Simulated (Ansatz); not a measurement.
A run of Ansatz 0.2.0 is set up as follows.

Contents of input.yaml:

```yaml
crystal:
  lattice:
    - [3.36325, -2.32255, 0.0]
    - [3.36325, 2.32255, 0.0]
    - [0.0, 0.0, 8.7023]
  atoms:
    - { symbol: Br, position: [0.3651, 0.6349, 0.3901] }
    - { symbol: Br, position: [0.1349, 0.8651, 0.8901] }
    - { symbol: Br, position: [0.6349, 0.3651, 0.6099] }
    - { symbol: Br, position: [0.8651, 0.1349, 0.1099] }
hamiltonian:
  xc: pbe
  pseudopotentials: { kind: paw }
kpoints:
  mp_grid: { grid: [7, 7, 3] }
scf:
  occupations: { method: gaussian, width: 0.018 }
output:
  forces: true
  stress: true
  eigenvalues: true
```

Potentials or basis: Ansatz PAW.

The run is started by

```bash
$ ansatz run input.yaml --threads 2 --pin off --max-ram 5632MiB --backend cpu --events-out ev --progress --plain --runs-dir out
```

Predict the largest force.

0.870 eV/Å.

Predict the band gap on the k mesh.

1.90 eV, indirect (least direct gap 1.92 eV).

What does it give for the pressure?

1.8 GPa.

Stress tensor (GPa, compression positive):
```
1.22 0.00 0.00
0.00 1.27 0.00
0.00 0.00 3.00
```

Caveat: odd divisions of the mesh miss points on the zone boundary, where band edges often lie, so the gap on the mesh can be too wide. PBE gaps usually lie below the measured ones, often by a third to a half.
